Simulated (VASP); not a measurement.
# CdF2 (Fm-3m) in VASP: a series of runs

Runs on CdF2. Level: PBEsol. Tasks: relaxation of cell and atoms.

All numbers are computed with VASP 6.6.1; they aren't measurements. Logs are shortened: lines on timing, memory, paths and dates and some standing lists are left out, and cuts for length are marked.

## (1) The structure

Symmetry: Fm-3m, No. 225, cubic system. Conventional cell: a = 5.388 Å, b = 5.388 Å, c = 5.388 Å, α = 90.00°, β = 90.00°, γ = 90.00°. Cd (site symmetry m-3m) has 8 F at 2.33 Å as nearest neighbours. F (site symmetry -43m) has 4 Cd at 2.33 Å as nearest neighbours.

## (2) Relaxation of cell and atoms, PBEsol

Contents of INCAR:

```
PREC = Accurate ; ENCUT = 600
EDIFF = 1E-6 ; ISMEAR = 0
SIGMA = 0.03 ; LREAL = F
LASPH = T ; NELM = 80
ALGO = Normal ; ISIF = 3
LWAVE = F ; LCHARG = F
GGA = PS ; IBRION = 2
NSW = 90 ; EDIFFG = -0.01
KPAR = 4
```

Contents of KPOINTS:

```
Automatic mesh
0
Gamma
  10 10 10
```

Contents of POSCAR:

```
CdF2
1.0
    0.0000000000      2.6940000000      2.6940000000
    2.6940000000      0.0000000000      2.6940000000
    2.6940000000      2.6940000000      0.0000000000
Cd F
1 2
Direct
    0.0000000000      0.0000000000      0.0000000000
    0.2500000000      0.2500000000      0.2500000000
    0.7500000000      0.7500000000      0.7500000000
```

Potentials or basis: VASP PAW PBE potentials, release 64 (Cd, F).

Started as:

```
$ cat potpaw_PBE.64/Cd/POTCAR potpaw_PBE.64/F/POTCAR > POTCAR
$ mpirun -np 4 vasp_std > vasp.out
```

OUTCAR:

```text
PREC = Accurate
   ENCUT = 600
   EDIFF = 1E-6
   ISMEAR = 0
   LREAL = F
   LASPH = T
   NELM = 80
   ISIF = 3
   GGA = PS
   IBRION = 2
   NSW = 90
   EDIFFG = -0.01

 ion  position               nearest neighbor table
   1  0.000  0.000  0.000-   3 2.33   3 2.33   3 2.33   2 2.33   3 2.33   2 2.33   2 2.33   2 2.33

   2  0.250  0.250  0.250-   1 2.33   1 2.33   1 2.33   1 2.33
   3  0.750  0.750  0.750-   1 2.33   1 2.33   1 2.33   1 2.33

  LATTYP: Found a face centered cubic cell.
 ALAT       =     5.3880000000

  Lattice vectors:

 A1 = (   0.0000000000,   2.6940000000,   2.6940000000)
 A2 = (   2.6940000000,   0.0000000000,   2.6940000000)
 A3 = (   2.6940000000,   2.6940000000,   0.0000000000)

Analysis of symmetry for initial positions (statically):
=====================================================================
 Subroutine PRICEL returns:
 Original cell was already a primitive cell.

 Routine SETGRP: Setting up the symmetry group for a
 face centered cubic supercell.

 Subroutine GETGRP returns: Found 48 space group operations
 (whereof 48 operations were pure point group operations)
 out of a pool of 48 trial point group operations.

The static configuration has the point symmetry O_h .

Analysis of symmetry for dynamics (positions and initial velocities):
=====================================================================
 Subroutine PRICEL returns:
 Original cell was already a primitive cell.

 Routine SETGRP: Setting up the symmetry group for a
 face centered cubic supercell.

 Subroutine GETGRP returns: Found 48 space group operations
 (whereof 48 operations were pure point group operations)
 out of a pool of 48 trial point group operations.

The dynamic configuration has the point symmetry O_h .

 Subroutine INISYM returns: Found 48 space group operations
 (whereof 48 operations are pure point group operations),
 and found     1 'primitive' translations

----------------------------------------------------------------------------------------

                                     Primitive cell

  volume of cell :      39.1041

  direct lattice vectors                    reciprocal lattice vectors
     0.000000000  2.694000000  2.694000000    -0.185597624  0.185597624  0.185597624
     2.694000000  0.000000000  2.694000000     0.185597624 -0.185597624  0.185597624
     2.694000000  2.694000000  0.000000000     0.185597624  0.185597624 -0.185597624

  length of vectors
     3.809891337  3.809891337  3.809891337     0.321464515  0.321464515  0.321464515

  position of ions in fractional coordinates (direct lattice)
     0.000000000  0.000000000  0.000000000
     0.250000000  0.250000000  0.250000000
     0.750000000  0.750000000  0.750000000

  ion indices of the primitive-cell ions
   primitive index   ion index
                 1           1
                 2           2
                 3           3

----------------------------------------------------------------------------------------

 KPOINTS: Automatic mesh

Automatic generation of k-mesh.
 Grid dimensions read from file:
 generate k-points for:   10   10   10

 Generating k-lattice:

  Cartesian coordinates                     Fractional coordinates (reciprocal lattice)
    -0.018559762  0.018559762  0.018559762     0.100000000  0.000000000  0.000000000
     0.018559762 -0.018559762  0.018559762     0.000000000  0.100000000  0.000000000
     0.018559762  0.018559762 -0.018559762     0.000000000  0.000000000  0.100000000

  Length of vectors
     0.032146452  0.032146452  0.032146452

  Shift w.r.t. Gamma in fractional coordinates (k-lattice)
     0.000000000  0.000000000  0.000000000

 Subroutine IBZKPT returns following result:
 ===========================================

 Found     47 irreducible k-points:

 Following reciprocal coordinates:
            Coordinates               Weight
  0.000000  0.000000  0.000000      1.000000
  0.100000  0.000000  0.000000      8.000000
  0.200000  0.000000  0.000000      8.000000
  0.300000  0.000000  0.000000      8.000000
  0.400000  0.000000  0.000000      8.000000
  0.500000  0.000000  0.000000      4.000000
[... 16 lines left out ...]
  0.300000  0.300000  0.000000      6.000000
  0.400000  0.300000  0.000000     24.000000
 [... further k-points ...]
   k-points           NKPTS =     47   k-points in BZ     NKDIM =     47   number of bands    NBANDS=     17
   number of dos      NEDOS =    301   number of ions     NIONS =      3
   total plane-waves  NPLWV =  27000
   dimension x,y,z NGX =    30 NGY =   30 NGZ =   30
   dimension x,y,z NGXF=    60 NGYF=   60 NGZF=   60
   ions per type =               1   2
   NGX,Y,Z   is equivalent  to a cutoff of  13.09, 13.09, 13.09 a.u.
   NGXF,Y,Z  is equivalent  to a cutoff of  26.18, 26.18, 26.18 a.u.
 SYSTEM =  unknown system
   PREC   = accura    normal or accurate (medium, high low for compatibility)
   ISTART =      0    job   : 0-new  1-cont  2-samecut
   ICHARG =      2    charge: 1-file 2-atom 10-const
   ISPIN  =      1    spin polarized calculation?
   LNONCOLLINEAR =      F non collinear calculations
   LSORBIT =      F    spin-orbit coupling
   LASPH  =      T    aspherical Exc in radial PAW
   ENCUT  =  600.0 eV  44.10 Ry    6.64 a.u.   7.61  7.61  7.61*2*pi/ulx,y,z
   NELM   =     80;   NELMIN=  2; NELMDL= -5     # of ELM steps
   EDIFF  = 0.1E-05   stopping-criterion for ELM
   LREAL  =      F    real-space projection
   EDIFFG = -.1E-01   stopping-criterion for IOM
   NSW    =     90    number of steps for IOM
   IBRION =      2    ionic relax: 0-MD 1-quasi-New 2-CG
   NFREE  =      1    steps in history (QN), initial steepest desc. (CG)
   ISIF   =      3    stress and relaxation
   ISYM   =      2    0-nonsym 1-usesym 2-fastsym
   POTIM  = 0.5000    time-step for ionic-motion
   TEBEG  =    0.0;   TEEND  =   0.0 temperature during run
   PSTRESS=    0.0 pullay stress
   NELECT =      26.0000    total number of electrons
   NUPDOWN=      -1.0000    fix difference up-down
   EMIN   =  10.00;   EMAX   =-10.00  energy-range for DOS
   EFERMI =   0.00;   METHOD = LEGACY
   ISMEAR =     0;   SIGMA  =   0.03  broadening in eV -4-tet -1-fermi 0-gaus
   EFERMI_NEDOS =   21; number of points for ismear=-14 and -15
   IALGO  =     38    algorithm
   IMIX   =      4    mixing-type and parameters
     AMIX     =   0.40;   BMIX     =  1.00
     AMIX_MAG =   1.60;   BMIX_MAG =  1.00
  volume/ion in A,a.u.               =      13.03        87.96
  Fermi-wavevector in a.u.,A,eV,Ry     =   1.428867  2.700166 27.778468  2.041660
  Thomas-Fermi vector in A             =   2.548882
   LORBIT       =      0    0 simple, 1 ext, 2 COOP (PROOUT), +10 PAW based schemes
   GGA     = PS    functional components
   LHFCALC =     F    Hartree Fock is set to
   AEXX    =    0.0000 exact exchange contribution
   IVDW    =     0    specifies the selected vdW correction
   LEPSILON=     F    determine dielectric tensor
   LRPA    =     F    only Hartree local field effects (RPA)
 conjugate gradient relaxation of ions
 non-spin polarized calculation
 Gauss-broadening in eV      SIGMA  =   0.03
  energy-cutoff  :      600.00
  volume of cell :       39.10
 maximum number of plane-waves:      1326
   NGX = 15   NGY = 15   NGZ = 15

--------------------------------------- Ionic step        1  -------------------------------------------

 number of electron      25.9999977 magnetization

 Free energy of the ion-electron system (eV)
  ---------------------------------------------------
  ext. energy  EPLUGINS =         0.00000000
  ---------------------------------------------------
  free energy    TOTEN  =       -11.59684724 eV

  energy without entropy =      -11.59684724  energy(sigma->0) =      -11.59684724

------------------------ aborting loop because EDIFF is reached ----------------------------------------

  FORCE on cell =-STRESS in cart. coord.  units (eV):
  Direction    XX          YY          ZZ          XY          YZ          ZX
  --------------------------------------------------------------------------------------
  -------------------------------------------------------------------------------------
  Total        0.0980066      0.0980066      0.0980066      0.0000000     -0.0000000     -0.0000000
  in kB        4.0155320      4.0155320      4.0155320      0.0000000     -0.0000000     -0.0000000
  external PRESSURE =       4.0155320 kB  Pullay stress =       0.0000000 kB

 VOLUME and BASIS-vectors are now :
 -----------------------------------------------------------------------------
  energy-cutoff  :      600.00
  volume of cell :       39.10
      direct lattice vectors                 reciprocal lattice vectors
     0.000000000  2.694000000  2.694000000    -0.185597624  0.185597624  0.185597624
     2.694000000  0.000000000  2.694000000     0.185597624 -0.185597624  0.185597624
     2.694000000  2.694000000  0.000000000     0.185597624  0.185597624 -0.185597624
[... 38 lines left out ...]
 POSITION                                       TOTAL-FORCE (eV/Angst)
 -----------------------------------------------------------------------------------
      5.39649      2.69825      2.69825        -0.000000     -0.000000     -0.000000
      1.34912      1.34912      1.34912         0.000000      0.000000      0.000000
      4.04737      4.04737      4.04737        -0.000000     -0.000000     -0.000000
 -----------------------------------------------------------------------------------
    total drift:                                0.000000     -0.000000      0.000000

  FREE ENERGIE OF THE ION-ELECTRON SYSTEM (eV)
  ---------------------------------------------------
  free  energy   TOTEN  =       -11.5969779945 eV

  energy  without entropy=      -11.5969779945  energy(sigma->0) =      -11.59697799

--------------------------------------- Ionic step        3  -------------------------------------------

 number of electron      25.9999977 magnetization

 Free energy of the ion-electron system (eV)
  ---------------------------------------------------
  ext. energy  EPLUGINS =         0.00000000
  ---------------------------------------------------
  free energy    TOTEN  =       -11.59700108 eV

  energy without entropy =      -11.59700108  energy(sigma->0) =      -11.59700108

 E-fermi :  -1.2656     XC(G=0): -10.6892

 val. band max:       -1.4785111823   @ k =  -0.3000   0.5000   0.2000
 cond. band min:       1.4226613143   @ k =   0.0000   0.0000   0.0000
 fundamental gap:      2.9011724966
 Fermi energy:        -1.2656046813

 k-point     1 :       0.0000    0.0000    0.0000
  band No.  band energies     occupation
      1     -22.1695      2.00000
      2     -21.0429      2.00000
      3      -7.0871      2.00000
      4      -7.0871      2.00000
      5      -7.0871      2.00000
      6      -5.8491      2.00000
[... 9 lines left out ...]
     16      11.0166      0.00000
     17      11.0166      0.00000
[... 441 lines left out ...]
 k-point    24 :       0.4000    0.3000    0.0000
  band No.  band energies     occupation
      1     -21.7807      2.00000
      2     -21.3622      2.00000
      3      -6.5976      2.00000
      4      -6.4543      2.00000
      5      -6.3770      2.00000
      6      -5.8744      2.00000
[... 9 lines left out ...]
     16      11.7171      0.00000
     17      12.3803      0.00000

 [... further k-points ...]
[... 5 lines left out ...]
  --------------------------------------------------------------------------------------
  -------------------------------------------------------------------------------------
  Total       -0.0009716     -0.0009716     -0.0009716      0.0000000      0.0000000      0.0000000
  in kB       -0.0396771     -0.0396771     -0.0396771      0.0000000      0.0000000      0.0000000
  external PRESSURE =      -0.0396771 kB  Pullay stress =       0.0000000 kB

 VOLUME and BASIS-vectors are now :
 -----------------------------------------------------------------------------
  energy-cutoff  :      600.00
  volume of cell :       39.23
      direct lattice vectors                 reciprocal lattice vectors
     0.000000000  2.696968079  2.696968079    -0.185393370  0.185393370  0.185393370
     2.696968079 -0.000000000  2.696968079     0.185393370 -0.185393370  0.185393370
     2.696968079  2.696968079 -0.000000000     0.185393370  0.185393370 -0.185393370

 POSITION                                       TOTAL-FORCE (eV/Angst)
 -----------------------------------------------------------------------------------
      0.00000      0.00000      0.00000        -0.000000     -0.000000      0.000000
      1.34848      1.34848      1.34848         0.000000      0.000000      0.000000
      4.04545      4.04545      4.04545        -0.000000     -0.000000     -0.000000
 -----------------------------------------------------------------------------------
    total drift:                                0.000000     -0.000000      0.000000

  FREE ENERGIE OF THE ION-ELECTRON SYSTEM (eV)
  ---------------------------------------------------
  free  energy   TOTEN  =       -11.5970010750 eV

  energy  without entropy=      -11.5970010750  energy(sigma->0) =      -11.59700108

 reached required accuracy - stopping structural energy minimisation
```

It took 16 s on 4 MPI ranks of Intel Xeon 6975P-C (Granite Rapids), shared host; peak memory 0.19 GiB.

Results:

| Quantity | Value |
| --- | --- |
| Free energy | -11.5970 eV |
| Relaxed volume | 13.08 Å³/atom |
| Relaxed cell | a = 3.814 Å, b = 3.814 Å, c = 3.814 Å, α = 60.00°, β = 60.00°, γ = 60.00° |
| Space group after relaxing (to 0.05 Å) | Fm-3m (No. 225) |
| Energy gained by relaxing | 0.1 meV/atom |
| Ionic steps | 3 |
| Pressure after relaxing | 0.0 GPa |
| Band gap on the k mesh | 2.90 eV, indirect (least direct gap 3.39 eV) |

The path:
| step | energy change (eV) | largest force (eV/Å) | pressure (GPa) | volume (Å³) |
| --- | --- | --- | --- | --- |
| 1 | 0.0000 | 0.0000 | 0.40 | 39.10 |
| 2 | -0.0001 | 0.0000 | -0.15 | 39.29 |
| 3 | -0.0002 | 0.0000 | 0.00 | 39.23 |

Final structure:
```
CELL_PARAMETERS angstrom
0.00000 2.69697 2.69697
2.69697 0.00000 2.69697
2.69697 2.69697 0.00000
ATOMIC_POSITIONS crystal
Cd 0.00000 0.00000 0.00000
F 0.25000 0.25000 0.25000
F 0.75000 0.75000 0.75000
```

Caveat: the PAW data sets were made with another functional, which shifts forces and pressure a little.

## (3) Relaxation of cell and atoms, PBEsol

This run uses another cell than the first one, of 13.08 Å³/atom, 1.003 times its volume.

Contents of INCAR:

```
PREC = Accurate ; ENCUT = 600
EDIFF = 1E-7 ; ISMEAR = 0
SIGMA = 0.03 ; LREAL = F
LASPH = T ; NELM = 80
ALGO = Normal ; ISIF = 3
LWAVE = F ; LCHARG = F
GGA = PS ; IBRION = 2
NSW = 90 ; EDIFFG = -0.005
KPAR = 4
```

KPOINTS is that of step 2.

Contents of POSCAR:

```
CdF2                                    
1.0
    0.0000000000      2.6969680788      2.6969680788
    2.6969680788     -0.0000000000      2.6969680788
    2.6969680788      2.6969680788     -0.0000000000
  Cd              F             
     1     2
Direct
     0.0000000000000000    0.0000000000000000    0.0000000000000000
     0.2500000000000000    0.2500000000000000    0.2500000000000000
     0.7500000000000000    0.7500000000000000    0.7500000000000000
```

Potentials or basis: VASP PAW PBE potentials, release 64 (Cd, F).

Started as:

```
$ cat potpaw_PBE.64/Cd/POTCAR potpaw_PBE.64/F/POTCAR > POTCAR
$ mpirun -np 4 vasp_std > vasp.out
```

Run time: 7.7 s. Hardware: 4 MPI ranks of Intel Xeon 6975P-C (Granite Rapids), shared host; peak memory 0.17 GiB.

It converged, with:

```
Free energy             : -11.5973 eV
Pressure after relaxing : 0.0 GPa
Band gap on the k mesh  : 2.90 eV, indirect (least direct gap 3.39 eV)
```

Final structure:
```cif
data_structure
_symmetry_space_group_name_H-M 'P 1'
_symmetry_Int_Tables_number 1
_cell_length_a 3.8141
_cell_length_b 3.8141
_cell_length_c 3.8141
_cell_angle_alpha 60.000
_cell_angle_beta 60.000
_cell_angle_gamma 60.000
_cell_volume 39.23
loop_
_atom_site_label
_atom_site_type_symbol
_atom_site_fract_x
_atom_site_fract_y
_atom_site_fract_z
_atom_site_occupancy
Cd1 Cd 0.00000 0.00000 0.00000 1
F1 F 0.25000 0.25000 0.25000 1
F2 F 0.75000 0.75000 0.75000 1
```

Levels at points of the mesh, in eV from the valence-band top:
```csv
k point,band 11,band 12,band 13,band 14,band 15,band 16
"(0.00, 0.00, 0.00)",-0.49,-0.49,-0.49,2.90,12.50,12.50
"(0.50, 0.00, 0.00)",-1.86,-0.39,-0.39,7.04,8.97,14.29
"(0.50, 0.50, 0.00)",-0.50,-0.08,-0.08,7.86,9.46,11.69
```

Caveat: the relaxation stopped at its first step, so nothing moved; the PAW data sets were made with another functional, which shifts forces and pressure a little. A k mesh can miss the band edges.
